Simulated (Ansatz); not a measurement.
BiTe under pressure

Computed with DFT PBE, scalar-relativistic, plane waves, PAW in Ansatz 0.2.0. Cutoff 420 eV, 12×12×12 k-points (Γ-centred), Fermi-Dirac smearing of 0.15 eV. No spin polarisation. Phonons by linear response, acoustic sum rule imposed.

Equilibrium structure at this level:
```yaml
crystal:
  lattice:
    - [0.00000, 3.25488, 3.25488]
    - [3.25488, 0.00000, 3.25488]
    - [3.25488, 3.25488, 0.00000]
  atoms:
    - { symbol: Bi, position: [0.00000, 0.00000, 0.00000] }
    - { symbol: Te, position: [0.50000, 0.50000, 0.50000] }
```

In a metal, frequencies and elastic constants depend on the k mesh and the smearing, soft modes and shear constants most. Spin–orbit coupling is left out, which matters for heavy elements.

The cell is relaxed again at 5 and 15 GPa. How do volume, gap and optical modes at Γ (cm⁻¹, counted from the lowest optical one; a degenerate one stands once) change?

Results:

```csv
,0 GPa,5 GPa,15 GPa
V/V0,1.000,0.916,0.816
gap (eV),0.00,0.00,0.00
mode 1,85,112,146
```